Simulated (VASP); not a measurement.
VASP 6.6.1 run: BaS

INCAR

```
LCHARG = .FALSE.
SIGMA = 0.02
LWAVE = .FALSE.
PREC = Accurate
EDIFFG = -5E-3
ISMEAR = -5
NBANDS = 15
EDIFF = 1E-7
LASPH = .TRUE.
NELM = 55
ENCUT = 600
GGA = PS
LREAL = .FALSE.
IBRION = 2
NSW = 30
ISIF = 3
```

KPOINTS

```
KPOINTS created by Atomic Simulation Environment
0
Gamma
1 1 1
0 0 0
```

POSCAR

```
Ba S
 1.0000000000000000
    -0.0000000000000000    3.2147893013769591    3.2147893013769591
     3.2147893013769591    0.0000000000000000    3.2147893013769591
     3.2147893013769591    3.2147893013769591    0.0000000000000000
 Ba  S
   1   1
Cartesian
  0.0000000000000000 -0.0000000000000000  0.0000000000000000
  3.2147893013769586  3.2147893013769586  3.2147893013769586
```

The recommended PBE PAW datasets give the neutral cell 16 valence electrons.

Command

```
mpirun -np 1 vasp_std
```

Standard output (part)

```
POSCAR found type information on POSCAR BaS
 POSCAR found :  2 types and       2 ions
 LDA part: xc-table for (Slater+PW92), standard interpolation
|     EEEEEEE  RRRRRR   RRRRRR   OOOOOOO  RRRRRR      ###     ###     ###     |
|     E        R     R  R     R  O     O  R     R     ###     ###     ###     |
|     E        R     R  R     R  O     O  R     R     ###     ###     ###     |
|     EEEEE    RRRRRR   RRRRRR   O     O  RRRRRR       #       #       #      |
|     E        R    R   R    R   O     O  R    R      ###     ###     ###     |
|     EEEEEEE  R     R  R     R  OOOOOOO  R     R     ###     ###     ###     |
|     IBZKPT: tetrahedron method fails for NKPT<4. NKPT = 1                   |
|       ---->  I REFUSE TO CONTINUE WITH THIS SICK JOB ... BYE!!! <----       |
```

VASP stopped before the first electronic step.

The fault: tetrahedra on too few k points.

The run took about 0.4 s on one core of a shared host (Intel Xeon 6975P-C).
